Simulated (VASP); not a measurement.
# CdSe (P6_3mc) in VASP: a series of runs

The runs below take CdSe through relaxation of cell and atoms, with PBE.

All numbers are computed with VASP 6.6.1; they aren't measurements. Logs are shortened: lines on timing, memory, paths and dates and some standing lists are left out, and cuts for length are marked.

**1. The crystal as given**

It takes space group P6_3mc (No. 186, hexagonal). Conventional cell: a = 4.300 Å, b = 4.300 Å, c = 7.020 Å, α = 90.00°, β = 90.00°, γ = 120.00°. Cd (site symmetry 3m) is surrounded by 4 Se at 2.61 to 2.70 Å. Se (site symmetry 3m) is surrounded by 4 Cd at 2.61 to 2.70 Å.

**2. Relaxation of cell and atoms, PBE**

Contents of INCAR:

```
PREC     = Accurate       # precision mode
ENCUT    = 520            # plane-wave cutoff, eV
EDIFF    = 1E-7           # SCF threshold, eV
ISMEAR   = 0              # smearing method
SIGMA    = 0.02           # smearing width, eV
LREAL    = F              # projectors in reciprocal space
LASPH    = T              # aspherical terms in the spheres
NELM     = 80             # most SCF steps
ALGO     = Fast           # electronic algorithm
ISIF     = 3              # what is computed and relaxed
LWAVE    = F              # write WAVECAR
LCHARG   = F              # write CHGCAR
GGA      = PE             # functional
IBRION   = 2              # ionic algorithm
NSW      = 80             # ionic steps
EDIFFG   = -0.002         # ionic threshold
```

Contents of KPOINTS:

```
Automatic mesh
0
Gamma
  9 9 6
```

Contents of POSCAR:

```
CdSe
1.0
    4.3000000000      0.0000000000      0.0000000000
   -2.1500000000      3.7239092400      0.0000000000
    0.0000000000      0.0000000000      7.0200000000
Cd Se
2 2
Direct
    0.3333333300      0.6666666700      0.0000000000
    0.6666666700      0.3333333300      0.5000000000
    0.3333333300      0.6666666700      0.3850000000
    0.6666666700      0.3333333300      0.8850000000
```

Potentials or basis: VASP PAW PBE potentials, release 64 (Cd, Se).

The run is started by

```console
$ cat potpaw_PBE.64/Cd/POTCAR potpaw_PBE.64/Se/POTCAR > POTCAR
$ mpirun -np 1 vasp_std > vasp.out
```

OUTCAR:

```text
PREC = Accurate
   ENCUT = 520
   EDIFF = 1E-7
   ISMEAR = 0
   LREAL = F
   LASPH = T
   NELM = 80
   ISIF = 3
   GGA = PE
   IBRION = 2
   NSW = 80
   EDIFFG = -0.002

 ion  position               nearest neighbor table
   1  0.333  0.667  0.000-   4 2.61   4 2.61   4 2.61   3 2.70
   2  0.667  0.333  0.500-   3 2.61   3 2.61   3 2.61   4 2.70
   3  0.333  0.667  0.385-   2 2.61   2 2.61   2 2.61   1 2.70
   4  0.667  0.333  0.885-   1 2.61   1 2.61   1 2.61   2 2.70

  LATTYP: Found a hexagonal cell.
 ALAT       =     4.3000000000
 C/A-ratio  =     1.6325581395

  Lattice vectors:

 A1 = (   4.3000000000,   0.0000000000,   0.0000000000)
 A2 = (  -2.1500000000,   3.7239092400,   0.0000000000)
 A3 = (   0.0000000000,   0.0000000000,   7.0200000000)

Analysis of symmetry for initial positions (statically):
=====================================================================
 Subroutine PRICEL returns:
 Original cell was already a primitive cell.

 Routine SETGRP: Setting up the symmetry group for a
 hexagonal supercell.

 Subroutine GETGRP returns: Found 12 space group operations
 (whereof  6 operations were pure point group operations)
 out of a pool of 24 trial point group operations.

The static configuration has the point symmetry C_3v.
 The point group associated with its full space group is C_6v.

Analysis of symmetry for dynamics (positions and initial velocities):
=====================================================================
 Subroutine PRICEL returns:
 Original cell was already a primitive cell.

 Routine SETGRP: Setting up the symmetry group for a
 hexagonal supercell.

 Subroutine GETGRP returns: Found 12 space group operations
 (whereof  6 operations were pure point group operations)
 out of a pool of 24 trial point group operations.

The dynamic configuration has the point symmetry C_3v.
 The point group associated with its full space group is C_6v.

 Subroutine INISYM returns: Found 12 space group operations
 (whereof  6 operations are pure point group operations),
 and found     1 'primitive' translations

----------------------------------------------------------------------------------------

                                     Primitive cell

  volume of cell :     112.4099

  direct lattice vectors                    reciprocal lattice vectors
     4.300000000  0.000000000  0.000000000     0.232558140  0.134267504  0.000000000
[... 111 lines left out ...]
  volume/ion in A,a.u.               =      28.10       189.64
  Fermi-wavevector in a.u.,A,eV,Ry     =   1.120059  2.116604 17.068937  1.254531
  Thomas-Fermi vector in A             =   2.256702
   LORBIT       =      0    0 simple, 1 ext, 2 COOP (PROOUT), +10 PAW based schemes
   GGA     = PE    functional components
   LHFCALC =     F    Hartree Fock is set to
   AEXX    =    0.0000 exact exchange contribution
   IVDW    =     0    specifies the selected vdW correction
   LEPSILON=     F    determine dielectric tensor
   LRPA    =     F    only Hartree local field effects (RPA)
 conjugate gradient relaxation of ions
 non-spin polarized calculation
 RMM-DIIS sequential band-by-band and
 Gauss-broadening in eV      SIGMA  =   0.02
  energy-cutoff  :      520.00
  volume of cell :      112.41
 maximum number of plane-waves:      3046
 NGX is ok and might be reduce to    32
   NGX = 15   NGY = 15   NGZ = 27

--------------------------------------- Ionic step        1  -------------------------------------------

 number of electron      35.9999998 magnetization

 Free energy of the ion-electron system (eV)
  ---------------------------------------------------
  ext. energy  EPLUGINS =         0.00000000
  ---------------------------------------------------
  free energy    TOTEN  =       -10.90608325 eV

  energy without entropy =      -10.90608325  energy(sigma->0) =      -10.90608325

------------------------ aborting loop because EDIFF is reached ----------------------------------------

  FORCE on cell =-STRESS in cart. coord.  units (eV):
  Direction    XX          YY          ZZ          XY          YZ          ZX
  --------------------------------------------------------------------------------------
  -------------------------------------------------------------------------------------
  Total        2.8359827      2.8359827      1.3659659      0.0000000      0.0000000      0.0000000
  in kB       40.4212275     40.4212276     19.4690962      0.0000000      0.0000000      0.0000000
  external PRESSURE =      33.4371838 kB  Pullay stress =       0.0000000 kB
[... 95 lines left out ...]
  FREE ENERGIE OF THE ION-ELECTRON SYSTEM (eV)
  ---------------------------------------------------
  free  energy   TOTEN  =       -10.9913739955 eV

  energy  without entropy=      -10.9913739955  energy(sigma->0) =      -10.99137400

[... ionic steps 4 to 10 ...]

--------------------------------------- Ionic step       11  -------------------------------------------

 number of electron      35.9999998 magnetization

------------------------ aborting loop because EDIFF is reached ----------------------------------------
[... 71 lines left out ...]
--------------------------------------- Ionic step       13  -------------------------------------------

 number of electron      35.9999998 magnetization

 Free energy of the ion-electron system (eV)
  ---------------------------------------------------
  ext. energy  EPLUGINS =         0.00000000
  ---------------------------------------------------
  free energy    TOTEN  =       -10.99559252 eV

  energy without entropy =      -10.99559252  energy(sigma->0) =      -10.99559252

 E-fermi :   0.6129     XC(G=0):  -8.6018

 val. band max:        0.4754422810   @ k =   0.0000   0.0000   0.0000
 cond. band min:       1.0045407026   @ k =   0.0000   0.0000   0.0000
 fundamental gap:      0.5290984216
 Fermi energy:         0.6128581800

 k-point     1 :       0.0000    0.0000    0.0000
  band No.  band energies     occupation
      1     -11.7978      2.00000
      2     -11.4732      2.00000
      3      -7.2664      2.00000
      4      -7.2611      2.00000
      5      -7.2611      2.00000
      6      -7.2043      2.00000
[... 589 lines left out ...]
     21       5.0233      0.00000
     22       6.9702      0.00000

 [... further k-points ...]
[... 5 lines left out ...]
  --------------------------------------------------------------------------------------
  -------------------------------------------------------------------------------------
  Total       -0.0011967     -0.0011967      0.0037204      0.0000000      0.0000000      0.0000000
  in kB       -0.0160201     -0.0160201      0.0498052      0.0000000      0.0000000      0.0000000
  external PRESSURE =       0.0059216 kB  Pullay stress =       0.0000000 kB
[... 19 lines left out ...]
  FREE ENERGIE OF THE ION-ELECTRON SYSTEM (eV)
  ---------------------------------------------------
  free  energy   TOTEN  =       -10.9955925238 eV

  energy  without entropy=      -10.9955925238  energy(sigma->0) =      -10.99559252

 reached required accuracy - stopping structural energy minimisation
```

CONTCAR:

```text
CdSe
   1.00000000000000
     4.3910565704236459    0.0000000000000000    0.0000000000000000
    -2.1955282852118230    3.8027665434006446   -0.0000000000000000
     0.0000000000000000   -0.0000000000000000    7.1673846460503796
  Cd              Se
     2     2
Direct
     0.3333333300000021    0.6666666699999979    0.0046247146171976
     0.6666666699999979    0.3333333300000021    0.5046247146171975
     0.3333333300000021    0.6666666699999979    0.3803752853828004
     0.6666666699999979    0.3333333300000021    0.8803752853828005

  0.00000000E+00  0.00000000E+00  0.00000000E+00
  0.00000000E+00  0.00000000E+00  0.00000000E+00
  0.00000000E+00  0.00000000E+00  0.00000000E+00
  0.00000000E+00  0.00000000E+00  0.00000000E+00
```

Run time: 6 min. Hardware: 1 thread of Intel Xeon 6975P-C (Granite Rapids), shared host; peak memory 0.3 GiB.

What came out:

```
Free energy                            : -10.9956 eV
Relaxed volume                         : 29.92 Å³/atom
Relaxed cell                           : a = 4.391 Å, b = 4.391 Å, c = 7.167 Å, α = 90.00°, β = 90.00°, γ = 120.00°
Space group after relaxing (to 0.05 Å) : P6_3mc (No. 186)
Energy gained by relaxing              : 22.4 meV/atom
Ionic steps                            : 13
Pressure after relaxing                : 0.0 GPa
Band gap on the k mesh                 : 0.53 eV, direct
```

Step by step:
| step | energy change (eV) | largest force (eV/Å) | pressure (GPa) | volume (Å³) |
| --- | --- | --- | --- | --- |
| 1 | 0.0000 | 0.2910 | 3.34 | 112.41 |
| 2 | -0.0785 | 0.0481 | -0.90 | 122.21 |
| 3 | -0.0853 | 0.0929 | -0.07 | 119.88 |
| 4 | -0.0853 | 0.0897 | -0.13 | 120.03 |
| 5 | -0.0867 | 0.0566 | -0.07 | 119.85 |
| 6 | -0.0875 | 0.0090 | 0.03 | 119.61 |
| 7 | -0.0887 | 0.0118 | 0.04 | 119.58 |
| 8 | -0.0892 | 0.0178 | 0.07 | 119.50 |
| 9 | -0.0894 | 0.0163 | 0.06 | 119.53 |
| 10 | -0.0895 | 0.0006 | -0.04 | 119.80 |
| 11 | -0.0895 | 0.0050 | -0.02 | 119.73 |
| 12 | -0.0895 | 0.0021 | 0.01 | 119.66 |
| 13 | -0.0895 | 0.0003 | 0.00 | 119.68 |

Final structure:
```xyz
4
Lattice="4.3911 0.0000 0.0000 -2.1955 3.8028 0.0000 0.0000 0.0000 7.1674" Properties=species:S:1:pos:R:3 pbc="T T T"
Cd    0.0000    2.5352    0.0331
Cd    2.1955    1.2676    3.6168
Se    0.0000    2.5352    2.7263
Se    2.1955    1.2676    6.3100
```

Levels at points of the mesh, in eV from the valence-band top:
| k point | band 15 | band 16 | band 17 | band 18 | band 19 | band 20 | band 21 | band 22 |
| --- | --- | --- | --- | --- | --- | --- | --- | --- |
| (0.00, 0.00, 0.00) | -0.68 | -0.04 | 0.00 | 0.00 | 0.53 | 2.14 | 5.85 | 5.85 |
| (0.00, 0.00, 0.50) | -0.35 | -0.35 | -0.35 | -0.35 | 2.25 | 2.25 | 5.75 | 5.75 |

**3. Relaxation of cell and atoms, PBE**

This run uses another cell than the first one, of 29.92 Å³/atom, 1.065 times its volume.

INCAR is that of step 2.

KPOINTS is that of step 2.

Contents of POSCAR:

```
CdSe                                    
1.0
    4.3910565704      0.0000000000      0.0000000000
   -2.1955282852      3.8027665434     -0.0000000000
    0.0000000000     -0.0000000000      7.1673846461
  Cd              Se            
     2     2
Direct
     0.3333333300000021    0.6666666699999979    0.0046247146171976
     0.6666666699999979    0.3333333300000021    0.5046247146171975
     0.3333333300000021    0.6666666699999979    0.3803752853828004
     0.6666666699999979    0.3333333300000021    0.8803752853828005
```

Potentials or basis: VASP PAW PBE potentials, release 64 (Cd, Se).

The run is started by

```console
$ cat potpaw_PBE.64/Cd/POTCAR potpaw_PBE.64/Se/POTCAR > POTCAR
$ mpirun -np 1 vasp_std > vasp.out
```

OUTCAR:

```text
PREC = Accurate
   ENCUT = 520
   EDIFF = 1E-7
   ISMEAR = 0
   LREAL = F
   LASPH = T
   NELM = 80
   ISIF = 3
   GGA = PE
   IBRION = 2
   NSW = 80
   EDIFFG = -0.002

 ion  position               nearest neighbor table
   1  0.333  0.667  0.005-   4 2.69   4 2.69   4 2.69   3 2.69
   2  0.667  0.333  0.505-   3 2.69   3 2.69   3 2.69   4 2.69
   3  0.333  0.667  0.380-   2 2.69   2 2.69   2 2.69   1 2.69
   4  0.667  0.333  0.880-   1 2.69   1 2.69   1 2.69   2 2.69

  LATTYP: Found a hexagonal cell.
 ALAT       =     4.3910565704
[... 805 lines left out ...]
  --------------------------------------------------------------------------------------
  -------------------------------------------------------------------------------------
  Total        0.0022508      0.0022508      0.0076650      0.0000000      0.0000000      0.0000000
  in kB        0.0301319      0.0301319      0.1026107      0.0000000      0.0000000      0.0000000
  external PRESSURE =       0.0542915 kB  Pullay stress =       0.0000000 kB

 VOLUME and BASIS-vectors are now :
 -----------------------------------------------------------------------------
  energy-cutoff  :      520.00
  volume of cell :      119.68
      direct lattice vectors                 reciprocal lattice vectors
     4.391056570  0.000000000  0.000000000     0.227735622  0.131483223  0.000000000
    -2.195528285  3.802766543  0.000000000     0.000000000  0.262966445  0.000000000
     0.000000000  0.000000000  7.167384646     0.000000000  0.000000000  0.139520906

 POSITION                                       TOTAL-FORCE (eV/Angst)
 -----------------------------------------------------------------------------------
     -0.00000      2.53518      0.03315        -0.000000      0.000000      0.000170
      2.19553      1.26759      3.61684         0.000000     -0.000000      0.000170
     -0.00000      2.53518      2.72630        -0.000000      0.000000     -0.000170
      2.19553      1.26759      6.30999         0.000000     -0.000000     -0.000170
 -----------------------------------------------------------------------------------
    total drift:                               -0.000013      0.000008     -0.000240

  FREE ENERGIE OF THE ION-ELECTRON SYSTEM (eV)
  ---------------------------------------------------
  free  energy   TOTEN  =       -10.9958118098 eV

  energy  without entropy=      -10.9958118098  energy(sigma->0) =      -10.99581181

 reached required accuracy - stopping structural energy minimisation
```

CONTCAR:

```text
CdSe
   1.00000000000000
     4.3910565704000000    0.0000000000000000    0.0000000000000000
    -2.1955282852000000    3.8027665434000002    0.0000000000000000
     0.0000000000000000    0.0000000000000000    7.1673846461000004
  Cd              Se
     2     2
Direct
     0.3333333300000021    0.6666666699999979    0.0046247146172007
     0.6666666699999979    0.3333333300000021    0.5046247146172007
     0.3333333300000021    0.6666666699999979    0.3803752853827973
     0.6666666699999979    0.3333333300000021    0.8803752853827973

  0.00000000E+00  0.00000000E+00  0.00000000E+00
  0.00000000E+00  0.00000000E+00  0.00000000E+00
  0.00000000E+00  0.00000000E+00  0.00000000E+00
  0.00000000E+00  0.00000000E+00  0.00000000E+00
```

Wall time 66 s (1 thread of Intel Xeon 6975P-C (Granite Rapids), shared host); peak memory 0.32 GiB.

What came out:

```yaml
Free_energy: -10.9958 eV
Pressure_after_relaxing: 0.0 GPa
Band_gap_on_the_k_mesh: 0.53 eV, direct
```

Final structure:
```xyz
4
Lattice="4.3911 0.0000 0.0000 -2.1955 3.8028 0.0000 0.0000 0.0000 7.1674" Properties=species:S:1:pos:R:3 pbc="T T T"
Cd    0.0000    2.5352    0.0331
Cd    2.1955    1.2676    3.6168
Se    0.0000    2.5352    2.7263
Se    2.1955    1.2676    6.3100
```

Caveat: the relaxation stopped at its first step, so nothing moved.
